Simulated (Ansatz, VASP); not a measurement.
# One calculation of BeTe, two programs

```
CELL_PARAMETERS angstrom
0.00000 2.77000 2.77000
2.77000 0.00000 2.77000
2.77000 2.77000 0.00000
ATOMIC_POSITIONS crystal
Be 0.00000 0.00000 0.00000
Te 0.25000 0.25000 0.25000
```

Alike in both runs: task single point; functional PBEsol; k mesh 6 × 6 × 6; occupations gaussian, width 0.1 eV; no spin polarisation.

|  | VASP | Ansatz |
| --- | --- | --- |
| version | VASP 6.6.1 | Ansatz 0.2.0 |
| potentials or method | VASP PAW PBE potentials, release 64 (Be, Te) | scalar-relativistic, plane waves, PAW |
| plane-wave cutoff (eV) | 520 | 420 |
| valence electrons in the cell | 8 | 18 |

|  | VASP | Ansatz | Ansatz less VASP |
| --- | --- | --- | --- |
| gap on the k mesh at the Fermi level (eV) | 1.73 | 1.75 | +0.019 |
| least direct gap on the mesh (eV) | 3.55 | 3.58 | +0.023 |
| pressure (GPa) | 2.6 | 2.3 | -0.29 |

With one functional, cell and mesh, what is left measures potentials, basis and numerics. The two sets of potentials don't hold the same shells in valence.

Caveats: the PAW data sets were made with another functional, which shifts forces and pressure a little (VASP); spin-orbit coupling is left out, which moves the levels of the heavy elements. A k mesh can miss the band edges.
